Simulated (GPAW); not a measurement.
Ag:

```
Ag
1.0
     0.00000    2.04275    2.04275
     2.04275    0.00000    2.04275
     2.04275    2.04275    0.00000
Ag
1
Direct
  0.00000 0.00000 0.00000
```

Base run:

```yaml
Program: GPAW 26.7.0
Functional: PW91
Potentials_or_basis: PAW data sets generated in the run's folder for this functional
Cutoff: 600 eV
Basis: pw
k_mesh: 11 × 11 × 11
Occupations: fermi-dirac, width 0.05 eV
Spin: spin-orbit coupling, no magnetisation
```

Its results: pressure 4.2 GPa.

Question: The run is repeated on the same cell with these changes: functional from PW91 to WC. What comes out?

Answer: Pressure -2.2 GPa.

WC binds more tightly than PW91, so the same cell stands under less pressure.

Caveats: spin-orbit coupling was added after a scalar SCF, so levels and gaps hold it while energy, forces, pressure and moments don't.

Not every run made on this cell is shown here.
